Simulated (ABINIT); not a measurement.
A run of ABINIT 10.8.3 (patched build) is set up as follows.

run.abi

```
# Pseudopotentials
pp_dirpath "./"
pseudos "Zr.GGA_PBE-JTH.xml, B.GGA_PBE-JTH.xml"

# Structure
acell 5.9904318151 5.9904318151 6.6764023983
rprim
     1.0000000000     0.0000000000     0.0000000000
    -0.5000000000     0.8660254038     0.0000000000
     0.0000000000     0.0000000000     1.0000000000
ntypat 2
znucl 40 5
natom 3
typat 1 2 2
xred
     0.0000000000     0.0000000000     0.0000000000
     0.6666666667     0.3333333333     0.5000000000
     0.3333333333     0.6666666667     0.5000000000

# Plane-wave basis
ecut 17.0
pawecutdg 34.0

# k points
kptopt 1
ngkpt 13 13 10
nshiftk 1
shiftk 0.0 0.0 0.0

# Exchange and correlation
ixc -116133

# Bands and occupations
nband 13
occopt 3
tsmear 0.00183747

# SCF cycle
nstep 100
tolvrs 1.0e-9

# Output
iomode 3
prtwf 0
prteig 0
prtebands 0
enunit 2
prtden 1
prtvha 1
prtvclmb 1
prtpot 1
```

Potentials or basis: JTH PAW PBE v2.0.

Launch:

```bash
$ abinit run.abi > log 2>&1
```

Question: Predict the band gap on the k mesh.

Answer: None (metal or under the smearing width).

Question: Predict the pressure.

Answer: -4.1 GPa.

Stress tensor (GPa, compression positive):
```
-3.97  0.00  0.00
 0.00 -3.97  0.00
 0.00  0.00 -4.45
```

Caveat: the PAW data sets were made with another functional, which shifts forces and pressure a little.
